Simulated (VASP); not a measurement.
```xyz
2
Lattice="0.0000 2.5021 2.5021 2.5021 0.0000 2.5021 2.5021 2.5021 0.0000" Properties=species:S:1:pos:R:3 pbc="T T T"
In     0.0000     0.0000     0.0000
N      1.2510     1.2510     1.2510
```

Computed with r2SCAN meta-GGA, VASP's PBE PAW potentials (set 64) (plane waves; VASP 6.6.1). Run with 520 eV cut-off, 14×14×14 Γ-centred mesh, tetrahedra with Blöchl corrections, potentials In_d N.

Give the energies of bands 7 to 10 at the high-symmetry points, in eV from the Fermi level.

| band | Γ | X | U | L | W |
|---|---|---|---|---|---|
| 7 | -0.13 | -5.04 | -4.93 | -5.85 | -4.82 |
| 8 | 0.00 | -2.32 | -3.42 | -0.86 | -3.03 |
| 9 | 0.00 | -2.32 | -1.86 | -0.86 | -2.89 |
| 10 | 0.00 | 3.25 | 4.69 | 3.52 | 5.63 |

It has no gap at this level: it comes out as a metal or semimetal.

The compound is InN in the zinc blende structure, a metastable form; wurtzite is the usual one. It was relaxed first.
